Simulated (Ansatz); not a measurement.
# GePt: the cost of one run

Program: Ansatz 0.2.0. Level of theory: DFT PBE, scalar-relativistic, plane waves, PAW. These are calculated values, not measurements.

1 further run of the same task is left out (it didn't finish).

### Step 1. Starting point

The structure is hexagonal, space group P6/mmm (No. 191). The conventional cell has a = 3.178 Å, b = 3.178 Å, c = 4.046 Å, α = 90.00°, β = 90.00°, γ = 120.00°. Ge (site symmetry 6/mmm) is surrounded by 2 Pt at 2.02 Å. Pt (site symmetry 6/mmm) is surrounded by 2 Ge at 2.02 Å.

Coordinates:

```xyz
2
Lattice="3.1782 0.0000 0.0000 -1.5891 2.7524 0.0000 0.0000 0.0000 4.0460" Properties=species:S:1:pos:R:3 pbc="T T T"
Ge    0.0000    0.0000    0.0000
Pt    0.0000    0.0000    2.0230
```

A structure generator made this guess: random cell by space group and Wyckoff sites (P6/mmm, No. 191). Its size is a rough estimate.

### Step 2. The guess as it stands, on a coarse mesh

The input, input.yaml:

```yaml
crystal:
  lattice:
    - [3.17823912, 0.0, 0.0]
    - [-1.58911956, 2.75243581, 0.0]
    - [0.0, 0.0, 4.04604074]
  atoms:
    - { symbol: Ge, position: [0.0, 0.0, 0.0] }
    - { symbol: Pt, position: [0.0, 0.0, 0.5] }
basis:
  ecutwfc: 420
kpoints:
  mp_grid: { grid: [6, 6, 4] }
hamiltonian:
  xc: pbe
scf:
  occupations: { method: gaussian, width: 0.1 }
  lower_state_search: "off"
output:
  forces: true
  stress: true
  eigenvalues: true
```

Run with:

```
ansatz run input.yaml --threads 1 --pin off --max-ram 2560MiB --backend cpu --events-out ev --progress --plain --runs-dir out
```

**Question.** How long does this run take on 1 thread of Intel Xeon at 2.50GHz (Skylake/Cascade Lake), shared host, and how much memory does it need?

About 2.6 s, with a peak of 0.32 GiB.
